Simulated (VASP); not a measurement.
# Nb7N8 (a cell with a defect) in VASP: notebook

One crystal, Nb7N8 (a cell with a defect), is run at these levels: PBE; tasks: single point.

All numbers are computed with VASP 6.6.1; they aren't measurements. Logs are shortened: lines on timing, memory, paths and dates and some standing lists are left out, and cuts for length are marked.

### 1 The crystal as given

The cell holds a defect, 15 atoms: a = 6.247 Å, b = 6.247 Å, c = 6.247 Å, α = 60.00°, β = 60.00°, γ = 60.00°.

### 2 Single point, PBE

File INCAR:

```
PREC = Accurate ; ENCUT = 520
EDIFF = 1E-6 ; ISMEAR = 0
SIGMA = 0.1 ; LREAL = Auto
LASPH = T ; NELM = 100
ALGO = Fast ; ISIF = 2
LWAVE = F ; LCHARG = T
GGA = PE ; LELF = T
LVHAR = T ; NBANDS = 78
```

File KPOINTS:

```
regular mesh
0
Gamma
  3 3 3
```

File POSCAR:

```
Nb7N8
1.0
    0.0000000000      4.4172675400      4.4172675400
    4.4172675400      0.0000000000      4.4172675400
    4.4172675400      4.4172675400      0.0000000000
Nb N
7 8
Direct
    0.2333006753      0.2556649535      0.2665791667
    0.2681850237      0.2452414281      0.7540172674
    0.2513081877      0.7502428753      0.7488574034
    0.7509839443      0.2505773060      0.2487635150
    0.7513089189      0.2507182302      0.7486045321
    0.7459124833      0.7677273267      0.2315947564
    0.7563407626      0.7330584962      0.7435199408
    0.0043557470      0.0032577832     -0.0039740631
   -0.0019362649     -0.0030023085      0.5018729293
    0.0010772497      0.5004769306     -0.0011576161
    0.0030919567      0.5026222614      0.4967745286
    0.4993822493     -0.0011108677      0.0004903484
    0.5010328172      0.0004957816      0.4988024791
    0.4976044535      0.4974652271      0.0023131947
    0.5038752984      0.5037412789      0.4955509215
```

Potentials or basis: VASP PAW PBE potentials, release 64 (Nb_sv, N).

Started as:

```console
$ cat potpaw_PBE.64/Nb_sv/POTCAR potpaw_PBE.64/N/POTCAR > POTCAR
$ mpirun -np 1 vasp_std > vasp.out
```

OUTCAR:

```text
PREC = Accurate
   ENCUT = 520
   EDIFF = 1E-6
   ISMEAR = 0
   LREAL = Auto
   LASPH = T
   NELM = 100
   ISIF = 2
   GGA = PE

 ion  position               nearest neighbor table
   1  0.233  0.256  0.267-  11 2.11   9 2.18  13 2.21  10 2.21  14 2.24  12 2.31   5 3.01
   2  0.268  0.245  0.754-  12 2.11  15 2.19  13 2.21  10 2.21   8 2.24  11 2.31   5 3.02
   3  0.251  0.750  0.749-  14 2.21  15 2.21  13 2.21  10 2.21   8 2.21   9 2.21
   4  0.751  0.251  0.249-  14 2.21  15 2.21  10 2.21  13 2.21   8 2.21   9 2.21
   5  0.751  0.251  0.749-   8 2.21   9 2.21  14 2.21  15 2.21  11 2.22  12 2.23   1 3.01   7 3.01
                             6 3.02   2 3.02
   6  0.746  0.768  0.232-  12 2.11   8 2.18  13 2.21  10 2.21  15 2.24  11 2.31   5 3.02
   7  0.756  0.733  0.744-  11 2.11  14 2.19  13 2.21  10 2.21   9 2.24  12 2.31   5 3.01
   8  0.004  0.003  0.996-   6 2.18   4 2.21   3 2.21   5 2.21   2 2.24
   9  0.998  0.997  0.502-   1 2.18   4 2.21   3 2.21   5 2.21   7 2.24
  10  0.001  0.500  0.999-   4 2.21   3 2.21   1 2.21   6 2.21   2 2.21   7 2.21
  11  0.003  0.503  0.497-   1 2.11   7 2.11   5 2.22   2 2.31   6 2.31
  12  0.499  0.999  0.000-   6 2.11   2 2.11   5 2.23   7 2.31   1 2.31
  13  0.501  0.000  0.499-   3 2.21   4 2.21   2 2.21   6 2.21   1 2.21   7 2.21
  14  0.498  0.497  0.002-   7 2.19   3 2.21   4 2.21   5 2.21   1 2.24
  15  0.504  0.504  0.496-   2 2.19   3 2.21   4 2.21   5 2.21   6 2.24

  LATTYP: Found a face centered cubic cell.
 ALAT       =     8.8345350800

  Lattice vectors:

 A1 = (   0.0000000000,   4.4172675400,   4.4172675400)
 A2 = (   4.4172675400,   0.0000000000,   4.4172675400)
 A3 = (   4.4172675400,   4.4172675400,   0.0000000000)

Analysis of symmetry for initial positions (statically):
=====================================================================
 Subroutine PRICEL returns:
 Original cell was already a primitive cell.

 Routine SETGRP: Setting up the symmetry group for a
 face centered cubic supercell.

 Subroutine GETGRP returns: Found  1 space group operations
 (whereof  1 operations were pure point group operations)
 out of a pool of 48 trial point group operations.

The static configuration has the point symmetry C_1 .

Analysis of symmetry for dynamics (positions and initial velocities):
=====================================================================
 Subroutine PRICEL returns:
 Original cell was already a primitive cell.

 Routine SETGRP: Setting up the symmetry group for a
 face centered cubic supercell.

[... 138 lines left out ...]
     AMIX     =   0.40;   BMIX     =  1.00
     AMIX_MAG =   1.60;   BMIX_MAG =  1.00
  volume/ion in A,a.u.               =      11.49        77.55
  Fermi-wavevector in a.u.,A,eV,Ry     =   1.493946  2.823149 30.366497  2.231875
  Thomas-Fermi vector in A             =   2.606282
   LORBIT       =      0    0 simple, 1 ext, 2 COOP (PROOUT), +10 PAW based schemes
   GGA     = PE    functional components
   LHFCALC =     F    Hartree Fock is set to
   AEXX    =    0.0000 exact exchange contribution
   IVDW    =     0    specifies the selected vdW correction
   LEPSILON=     F    determine dielectric tensor
   LRPA    =     F    only Hartree local field effects (RPA)
 non-spin polarized calculation
 RMM-DIIS sequential band-by-band and
 Gauss-broadening in eV      SIGMA  =   0.10
  energy-cutoff  :      520.00
  volume of cell :      172.38
 maximum number of plane-waves:      4669
 NGX is ok and might be reduce to    48
   NGX = 23   NGY = 23   NGZ = 23

 number of electron     131.0000005 magnetization

 Free energy of the ion-electron system (eV)
  ---------------------------------------------------
  ext. energy  EPLUGINS =         0.00000000
  ---------------------------------------------------
  free energy    TOTEN  =      -153.32691603 eV

  energy without entropy =     -153.28829283  energy(sigma->0) =     -153.30760443

 E-fermi :  11.6686     XC(G=0): -12.6141

 val. band max:       11.6158953184   @ k =   0.0000   0.0000   0.3333
 cond. band min:      11.6838100285   @ k =   0.3333  -0.3333  -0.3333
 fundamental gap:      0.0679147101
 Fermi energy:        11.6686139730

 k-point     1 :       0.0000    0.0000    0.0000
  band No.  band energies     occupation
      1     -44.7476      2.00000
      2     -44.6830      2.00000
      3     -44.6496      2.00000
      4     -44.6437      2.00000
      5     -44.6285      2.00000
      6     -44.6076      2.00000
[... 1109 lines left out ...]
     76      13.6267      0.00000
     77      13.6599      0.00000
 [bands above 77 left out]

------------------------ aborting loop because EDIFF is reached ----------------------------------------

  FORCE on cell =-STRESS in cart. coord.  units (eV):
  Direction    XX          YY          ZZ          XY          YZ          ZX
  --------------------------------------------------------------------------------------
  -------------------------------------------------------------------------------------
  Total       -9.2669605     -9.3977914     -8.6738416      0.0007560     -0.0048571     -0.0022670
  in kB      -86.1304645    -87.3464535    -80.6178038      0.0070270     -0.0451439     -0.0210705
  external PRESSURE =     -84.6982406 kB  Pullay stress =       0.0000000 kB

 VOLUME and BASIS-vectors are now :
 -----------------------------------------------------------------------------
  energy-cutoff  :      520.00
  volume of cell :      172.38
      direct lattice vectors                 reciprocal lattice vectors
     0.000000000  4.417267540  4.417267540    -0.113192148  0.113192148  0.113192148
     4.417267540  0.000000000  4.417267540     0.113192148 -0.113192148  0.113192148
     4.417267540  4.417267540  0.000000000     0.113192148  0.113192148 -0.113192148

 POSITION                                       TOTAL-FORCE (eV/Angst)
 -----------------------------------------------------------------------------------
      2.30689      2.20810      2.15989         0.009240      0.000484      0.005718
      4.41399      4.51534      2.26794         0.002221      0.010087     -0.003764
      6.62193      4.41800      4.42412         0.000676      0.000116     -0.001272
      2.20572      4.41615      4.42416         0.000621     -0.000713     -0.001234
      4.41428      6.62552      4.42622         0.001337     -0.001096     -0.001534
      4.41427      4.31791      6.68615         0.000450     -0.010557     -0.004053
      6.52244      6.62529      6.57907        -0.009031      0.001002      0.004476
      4.41410      4.41895      0.03363        -0.000451     -0.007667     -0.001293
      6.62091      6.62562      8.81272         0.005461     -0.000675      0.003145
      6.62289      4.41691      2.21550        -0.000294     -0.000304     -0.001003
      4.41460      2.20804      2.23388        -0.002195     -0.000036     -0.006515
      4.41453      2.20807      6.61827        -0.000460      0.000304      0.005806
      2.20553      4.41654      2.21539        -0.000601      0.000291      0.000725
      2.20765      2.20827      4.39549        -0.006334      0.000726      0.003139
      4.41414      4.41473      4.45091        -0.000640      0.008038     -0.002340
 -----------------------------------------------------------------------------------
    total drift:                                0.000870     -0.000415     -0.001819

  FREE ENERGIE OF THE ION-ELECTRON SYSTEM (eV)
  ---------------------------------------------------
  free  energy   TOTEN  =      -153.3269160266 eV

  energy  without entropy=     -153.2882928326  energy(sigma->0) =     -153.30760443
```

stdout:

```text
POSCAR found type information on POSCAR NbN
 POSCAR found :  2 types and      15 ions
 scaLAPACK will be used
 LDA part: xc-table for (Slater+PW92), standard interpolation
 POSCAR, INCAR and KPOINTS ok, starting setup
 FFT: planning ... GRIDC
 FFT: planning ... GRID_SOFT
 FFT: planning ... GRID
 WAVECAR not read
 entering main loop
WARNING in EDDRMM: call to ZHEGV failed, returncode =   8  4     31
WARNING in EDDRMM: call to ZHEGV failed, returncode =   8  4     30
WARNING in EDDRMM: call to ZHEGV failed, returncode =   6  3     53
WARNING in EDDRMM: call to ZHEGV failed, returncode =   8  4     34
WARNING in EDDRMM: call to ZHEGV failed, returncode =   8  4     48
WARNING in EDDRMM: call to ZHEGV failed, returncode =   6  3     45
WARNING in EDDRMM: call to ZHEGV failed, returncode =   8  4     63
WARNING in EDDRMM: call to ZHEGV failed, returncode =   6  3     35
WARNING in EDDRMM: call to ZHEGV failed, returncode =   6  3     49
WARNING in EDDRMM: call to ZHEGV failed, returncode =   8  4     55
WARNING in EDDRMM: call to ZHEGV failed, returncode =   6  3     49
WARNING in EDDRMM: call to ZHEGV failed, returncode =   8  4     50
WARNING in EDDRMM: call to ZHEGV failed, returncode =   6  3     53
WARNING in EDDRMM: call to ZHEGV failed, returncode =   6  3     61
WARNING in EDDRMM: call to ZHEGV failed, returncode =   8  4     41
WARNING in EDDRMM: call to ZHEGV failed, returncode =   8  4     63
WARNING in EDDRMM: call to ZHEGV failed, returncode =   8  4     37
WARNING in EDDRMM: call to ZHEGV failed, returncode =   8  4     39
WARNING in EDDRMM: call to ZHEGV failed, returncode =   6  3     44
WARNING in EDDRMM: call to ZHEGV failed, returncode =   6  3     41
WARNING in EDDRMM: call to ZHEGV failed, returncode =   6  3     64
```

It took 31 min on 1 thread of Intel Xeon Platinum 8175M at 2.50GHz (Skylake/Cascade Lake), shared host; peak memory 0.39 GiB.

Results:

* Free energy: -153.3269 eV
* Pressure: -8.5 GPa
* Largest force: 0.011 eV/Å
* Band gap on the k mesh: none (metal or under the smearing width)

Forces in eV/Å, atoms in the order of the input:
```
Nb   0.009  0.000  0.006
Nb   0.002  0.010 -0.004
Nb   0.001  0.000 -0.001
Nb   0.001 -0.001 -0.001
Nb   0.001 -0.001 -0.002
Nb   0.000 -0.011 -0.004
Nb  -0.009  0.001  0.004
N    0.000 -0.008 -0.001
N    0.005 -0.001  0.003
N    0.000  0.000 -0.001
N   -0.002  0.000 -0.007
N    0.000  0.000  0.006
N   -0.001  0.000  0.001
N   -0.006  0.001  0.003
N   -0.001  0.008 -0.002
```

Stress tensor (GPa, compression positive):
```
-8.61  0.00  0.00
 0.00 -8.73  0.00
 0.00  0.00 -8.06
```

Levels at points of the mesh, in eV from the Fermi level:
```csv
k point,band 63,band 64,band 65,band 66,band 67,band 68
"(0.00, 0.00, 0.00)",-2.31,-0.98,-0.98,-0.97,0.40,0.47
```

Caveat: the k mesh is coarse (spacing up to 0.41 Å⁻¹), so the values aren't converged.

[end of part 1 of 2]
